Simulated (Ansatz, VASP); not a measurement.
## Two plane-wave programs on Pd

File INCAR:

```
PREC = Accurate ; ENCUT = 520
EDIFF = 1E-7 ; ISMEAR = 1
SIGMA = 0.1 ; LREAL = F
LASPH = T ; NELM = 100
ALGO = Normal ; ISIF = 2
LWAVE = F ; LCHARG = F
GGA = PS ; NBANDS = 28
```

KPOINTS

```
regular mesh
0
Gamma
  10 10 3
```

POSCAR

```
Pd
1.0
    2.6868369329      0.0000000000      0.0000000000
   -1.3434184665      2.3268691647      0.0000000000
    0.0000000000      0.0000000000      8.8684481175
Pd
4
Direct
    0.0000000000      0.0000000000      0.0000000000
    0.3333333333      0.6666666667      0.2500000000
    0.0000000000      0.0000000000      0.5000000000
    0.6666666667      0.3333333333      0.7500000000
```

Input for Ansatz:

```yaml
crystal:
  lattice:
    - [2.6868369329368154, 0.0, 0.0]
    - [-1.3434184664684077, 2.326869164698476, 0.0]
    - [0.0, 0.0, 8.86844811746106]
  atoms:
    - { symbol: Pd, position: [0.0, 0.0, 0.0] }
    - { symbol: Pd, position: [0.3333333333333333, 0.6666666666666666, 0.25] }
    - { symbol: Pd, position: [0.0, 0.0, 0.5] }
    - { symbol: Pd, position: [0.6666666666666666, 0.3333333333333333, 0.75] }
basis:
  ecutwfc: 510.0
kpoints:
  mp_grid:
    grid: [10, 10, 3]
hamiltonian:
  xc: pbesol
scf:
  occupations:
    method: methfessel_paxton
    width: 0.1
output:
  stress: true
```

This isn't the form of Pd at room conditions, which is fcc.

Alike in both runs: task single point; functional PBEsol; k mesh 10 × 10 × 3; occupations methfessel-paxton of order 1, width 0.1 eV; no spin polarisation.

```csv
,VASP,Ansatz
version,VASP 6.6.1,Ansatz 0.2.0
potentials or method,"VASP PAW PBE potentials, release 64 (Pd)","plane waves, PAW"
plane-wave cutoff (eV),520,510
valence electrons in the cell,40,72
```

```csv
,VASP,Ansatz,Ansatz less VASP
pressure (GPa),11.2,11.6,+0.37
largest component of the traceless stress (GPa),0.54,0.57,+0.028
```

The two sets of potentials don't hold the same shells in valence.

Caveats: the PAW data sets were made with another functional, which shifts forces and pressure a little (VASP).
